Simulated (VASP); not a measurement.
# CdTe (strained zincblende), r²SCAN single-point calculation: VASP's output and Ansatz's

POSCAR

```
Cd Te
 1.0000000000000000
     0.0000000000000000    3.4701925124000002    3.4701925124000002
     3.4701925124000002    0.0000000000000000    3.4701925124000002
     3.4701925124000002    3.4701925124000002    0.0000000000000000
 Cd  Te
   1   1
Cartesian
  0.0000000000000000  0.0000000000000000  0.0000000000000000
  1.7350962562000001  1.7350962562000001  1.7350962562000001
```

VASP ran with the recommended PBE PAW datasets (18 valence electrons in the cell).

From OUTCAR

```
k-points           NKPTS =     16   k-points in BZ     NKDIM =     16   number of bands    NBANDS=     16

   NELECT =      18.0000    total number of electrons

   dimension x,y,z NGX =    36 NGY =   36 NGZ =   36
   dimension x,y,z NGXF=    72 NGYF=   72 NGZF=   72

  energy-cutoff  :      520.00
  volume of cell :       83.58
      direct lattice vectors                 reciprocal lattice vectors
     0.000000000  3.470192512  3.470192512    -0.144084225  0.144084225  0.144084225
     3.470192512  0.000000000  3.470192512     0.144084225 -0.144084225  0.144084225
     3.470192512  3.470192512  0.000000000     0.144084225  0.144084225 -0.144084225

 k-points in reciprocal lattice and weights: KPOINTS created by Atomic Simulation Env
   0.00000000  0.00000000  0.00000000       0.005
   0.16666667  0.00000000  0.00000000       0.037
   0.33333333  0.00000000  0.00000000       0.037
   0.50000000  0.00000000  0.00000000       0.019
   0.16666667  0.16666667  0.00000000       0.028
   0.33333333  0.16666667  0.00000000       0.111
   0.50000000  0.16666667  0.00000000       0.111
  -0.33333333  0.16666667  0.00000000       0.111
   ...

 E-fermi :   0.5018

 k-point     1 :       0.0000    0.0000    0.0000
  band No.  band energies     occupation
      1     -10.0615      2.00000
      2      -7.6266      2.00000
      3      -7.6266      2.00000
      4      -7.6266      2.00000
      5      -7.4759      2.00000
      6      -7.4759      2.00000
      7       0.4565      2.00000
      8       0.4565      2.00000
      9       0.4565      2.00000
     10       1.0866      0.00000
     11       5.5560      0.00000
     12       5.5560      0.00000
     13       5.5560      0.00000
     14       7.9507      0.00000
     15       9.9118      0.00000
     16       9.9118      0.00000

 k-point     2 :       0.1667    0.0000    0.0000
  band No.  band energies     occupation
      1     -10.0007      2.00000
      2      -7.6163      2.00000
      3      -7.6163      2.00000
      4      -7.5597      2.00000
      5      -7.4761      2.00000
      6      -7.4761      2.00000
      7      -0.9771      2.00000
      8       0.3071      2.00000
      9       0.3071      2.00000
     10       2.1702      0.00000
     11       5.4539      0.00000
     12       5.8198      0.00000
     13       5.8198      0.00000
     14       8.9635      0.00000
     15       9.2006      0.00000
     16       9.2006      0.00000

 k-point     3 :       0.3333    0.0000    0.0000
  band No.  band energies     occupation
      1      -9.8812      2.00000
      2      -7.5981      2.00000
      3      -7.5981      2.00000
      4      -7.4738      2.00000
      5      -7.4738      2.00000
      6      -7.3744      2.00000
      7      -2.3964      2.00000
      8       0.0450      2.00000
      9       0.0450      2.00000
     10       2.4701      0.00000
     11       6.0718      0.00000
     12       6.0718      0.00000
     13       6.5200      0.00000
     14       8.7966      0.00000
     15       9.5232      0.00000
     16       9.5232      0.00000

 k-point     4 :       0.5000    0.0000    0.0000
  band No.  band energies     occupation
      1      -9.8233      2.00000
      2      -7.5907      2.00000
      3      -7.5906      2.00000
      4      -7.4709      2.00000
      5      -7.4709      2.00000
      6      -7.2434      2.00000
      7      -2.9874      2.00000
      8      -0.0722      2.00000
      9      -0.0722      2.00000
     10       2.4165      0.00000
     11       6.0587      0.00000
     12       6.0587      0.00000
     13       7.4433      0.00000
     14       8.9808      0.00000
     15      10.7714      0.00000
     16      10.7714      0.00000

 k-point     5 :       0.1667    0.1667    0.0000
  band No.  band energies     occupation
      1      -9.9807      2.00000
      2      -7.6058      2.00000
      3      -7.6058      2.00000
      4      -7.5538      2.00000
      5      -7.4786      2.00000
      6      -7.4716      2.00000
      7      -1.0393      2.00000
      8       0.0586      2.00000
      9       0.0586      2.00000
     10       2.6347      0.00000
     11       4.7320      0.00000
     12       6.2814      0.00000
     13       6.2814      0.00000
     14       8.0299      0.00000
     15       9.5129      0.00000
     16      10.1576      0.00000

 k-point     6 :       0.3333    0.1667    0.0000
  band No.  band energies     occupation
      1      -9.8818      2.00000
      2      -7.5907      2.00000
      3      -7.5858      2.00000
      4      -7.4933      2.00000
      5      -7.4682      2.00000
      6      -7.3935      2.00000
      7      -2.0995      2.00000
      8      -0.3143      2.00000
      9      -0.2291      2.00000
     10       3.1758      0.00000
     11       4.8729      0.00000
     12       6.4875      0.00000
     13       6.7684      0.00000
     14       8.3834      0.00000
     15      10.2753      0.00000
     16      10.3208      0.00000

 ...

  Total       -2.3791009     -2.3791009     -2.3791009      0.0000000      0.0000000      0.0000000
  in kB      -45.6071304    -45.6071304    -45.6071304      0.0000000      0.0000000      0.0000000
  external PRESSURE =     -45.6071304 kB  Pullay stress =       0.0000000 kB

 POSITION                                       TOTAL-FORCE (eV/Angst)
 -----------------------------------------------------------------------------------
      0.00000      0.00000      0.00000        -0.000000      0.000000     -0.000000
      1.73510      1.73510      1.73510         0.000000     -0.000000      0.000000
 -----------------------------------------------------------------------------------
    total drift:                               -0.000005     -0.000005     -0.000005

  FREE ENERGIE OF THE ION-ELECTRON SYSTEM (eV)
  ---------------------------------------------------
  free  energy   TOTEN  =       -46.4270037943 eV

  energy  without entropy=      -46.4270037943  energy(sigma->0) =      -46.42700379
```

Each program uses its own PAW datasets. VASP's cell holds 18 valence electrons and Ansatz's 36. Ansatz's stress includes a Pulay correction; VASP's doesn't.

Question: What does Ansatz give for the same cell and level of theory?

Answer: gap between bands v and c 0.64 eV; least direct gap 0.64 eV; pressure -4.6 GPa.

Ansatz printed

```
SCF 1 converged in 6 iterations: F = -15263.915932 eV  dr2 = 2.27e-8
  greatest PAW one-centre occupation: 1.001 electrons in one spin orbital (limit 2), on the Cd atom at site 0 (counted from 0), in its partial waves of l = 1
NSCF: frozen V_eff on 6 k-points
SCF converged after 6 iterations
Free energy (F): -15263.915932 eV
Harris-Foulkes:  -15263.915932 eV  (|F-HF|=3.08e-8)
Internal energy: -15263.915932 eV  (E = F + TS)
E sigma→0 (E₀):  -15263.915932 eV
Fermi energy:    4.624223 eV
--- Per-component energies (eV) ---
  E_band       = -905.742234
  E_kinetic    = 682.342196
  E_local      = -5858.587452  (includes V_loc(G=0)·N_el)
  E_nonlocal   = -275.485813
  E_hartree    = 2915.478581
  E_xc         = -281.299104
  E_vxc        = -354.635718  (∫ρ·V_xc dr)
  E_paw        = -8793.561183  (= ΣΔE_a)
  E_vpaw       = -954.535191  (= ΣTr[D̂ρ^β])
  E_aug_tail   = -0.000034  (compensation charges beyond the density's cutoff)
  E_vtau       = 24.204175  (kinetic-family band-sum trace: ∫τ·v_τ [+ j·A + Jᵃ·Aᵃ] dr)
  E_ewald      = -3652.523209
  E_core_change = -0.279915  (= ΣΔE_core)
  E_smearing   = -0.000000  (= −TS)
  E_closure    = 0.000000  (closes the sum)
  Σ components = -15263.915932   (vs F -15263.915932, Δ=0.00e0)
--- Forces (eV/Å), atoms counted from 1 ---
  atom   1  Cd     0.00000000    -0.00000000     0.00000000
  atom   2  Te    -0.00000000     0.00000000     0.00000000
  max |Σ_I F_I| component: 1.13e-16 eV/Å
--- Stress (GPa, compression-positive) ---
       -4.607710      -0.000000      -0.000000
        0.000000      -4.607710       0.000000
       -0.000000       0.000000      -4.607710
  P = ⅓ Tr σ = -4.6077 GPa (-46.077 kbar)
--- Band table (eV; the first three rows and the last of 16) ---
  k-point 0: bands = ["-100.0183", "-60.1719", "-60.1719", "-60.1719", "-31.7786", "-31.7786", "-31.7786", "-31.7737", "-31.7737", "-5.8866", "-3.4966", "-3.4966", "-3.4966", "-3.3494", "-3.3494", "4.6242", "4.6242", "4.6242", "5.2658", "9.7393", "9.7393", "9.7393"]
  k-point 1: bands = ["-100.0183", "-60.1719", "-60.1719", "-60.1719", "-31.7786", "-31.7786", "-31.7786", "-31.7737", "-31.7737", "-5.8262", "-3.4864", "-3.4864", "-3.4293", "-3.3496", "-3.3496", "3.1968", "4.4756", "4.4756", "6.3452", "9.6293", "10.0029", "10.0029"]
  k-point 2: bands = ["-100.0183", "-60.1719", "-60.1719", "-60.1719", "-31.7786", "-31.7785", "-31.7785", "-31.7736", "-31.7736", "-5.7080", "-3.4685", "-3.4685", "-3.3473", "-3.3473", "-3.2433", "1.7796", "4.2146", "4.2146", "6.6469", "10.2552", "10.2552", "10.6869"]
  k-point 15: bands = ["-100.0183", "-60.1719", "-60.1719", "-60.1719", "-31.7787", "-31.7785", "-31.7784", "-31.7737", "-31.7735", "-5.5804", "-3.4262", "-3.4199", "-3.3715", "-3.3408", "-2.9927", "1.2801", "3.0551", "3.1786", "8.2205", "8.8386", "11.3482", "11.7445"]
```
